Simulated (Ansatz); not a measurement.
Crystal: Sb.

```xyz
1
Lattice="-1.5765 1.5765 2.7119 1.5765 -1.5765 2.7119 1.5765 1.5765 -2.7119" Properties=species:S:1:pos:R:3 pbc="T T T"
Sb    0.0000    0.0000    0.0000
```

This isn't the form of Sb at room conditions, which is rhombohedral.

* Program: Ansatz 0.2.0
* Task: relaxation of cell and atoms
* Functional: revPBE
* Dispersion: D4
* Potentials or basis: Ansatz PAW
* Cutoff: 420 eV (not typed: the program's choice for these potentials)
* k mesh: 12 × 12 × 12
* Occupations: fermi-dirac, width 0.05 eV
* Spin: no spin polarisation

At the start: volume 26.96 Å³/atom.

**Question.** Where does the relaxation end?

**Answer.** It ends after 7 steps and the volume is 25.94 Å³/atom (-3.8 %); space group I4/mmm (No. 139, to 0.05 Å).

Step by step:
```tsv
step	energy change (eV)	largest force (eV/Å)	volume (Å³)
1	0.0000	0.0000	26.96
2	-0.0064	0.0000	25.71
3	-0.0085	0.0000	25.97
4	-0.0107	0.0000	26.12
5	-0.0110	0.0000	26.00
6	-0.0111	0.0000	25.94
7	-0.0108	0.0000	25.94
```

Final structure:
```yaml
crystal:
  lattice:
    - [-1.58267, 1.58267, 2.58866]
    - [1.58267, -1.58267, 2.58866]
    - [1.58267, 1.58267, -2.58866]
  atoms:
    - { symbol: Sb, position: [0.00000, 0.00000, 0.00000] }
```

Caveat: the plane-wave basis is chosen anew once the cell has moved, so the energies of steps on either side of that aren't comparable; pairwise dispersion overbinds metals, which lowers pressure and volume; the PAW data sets come from PBE, with cores solved anew for the run's functional, which leaves a small shift of forces and pressure.
